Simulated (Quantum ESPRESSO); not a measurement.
## HgTe (Coloradoite): equation of state with PBEsol

**What was measured.**

From a printed reference work, monograph, for a bulk crystal of HgTe: bulk modulus 43 GPa.

HgTe (Coloradoite):

```
CELL_PARAMETERS angstrom
0.00000 3.21450 3.21450
3.21450 0.00000 3.21450
3.21450 3.21450 0.00000
ATOMIC_POSITIONS crystal
Hg 0.00000 0.00000 0.00000
Te 0.75000 0.75000 0.75000
```

- Program: Quantum ESPRESSO 7.5
- Task: equation of state
- Functional: PBEsol
- Potentials or basis: GBRV 1.5 PBEsol
- Cutoff: 612 eV
- Density cutoff: 4898 eV
- k mesh: 7 × 7 × 7
- Occupations: fermi-dirac, width 0.05 eV
- Spin: no spin polarisation
- Mixing beta: 0.5
- Most SCF iterations: 120
- SCF threshold: 4e-10 Ry

```
Equilibrium volume                      : 34.78 Å³/atom
Bulk modulus                            : 42 GPa
Pressure derivative of the bulk modulus : 5.2
```

Energy against volume, from the lowest point:
```tsv
volume (Å³/atom)	energy (meV/atom)
31.223	59.99
31.887	37.91
32.551	21.47
33.215	10.03
33.880	3.04
34.544	0.00
35.208	0.46
```

All runs of the series together: 3.1 min on 2 threads of AMD EPYC 7571 (shared host).

A measured bulk modulus of HgTe is 43 GPa (a printed reference work, monograph); the calculated 42 GPa misses it by -1.6 %. The fit is for a static lattice scaled at fixed shape and fixed fractional positions.

Spin-orbit coupling is left out, which matters for the levels of Hg, Te.
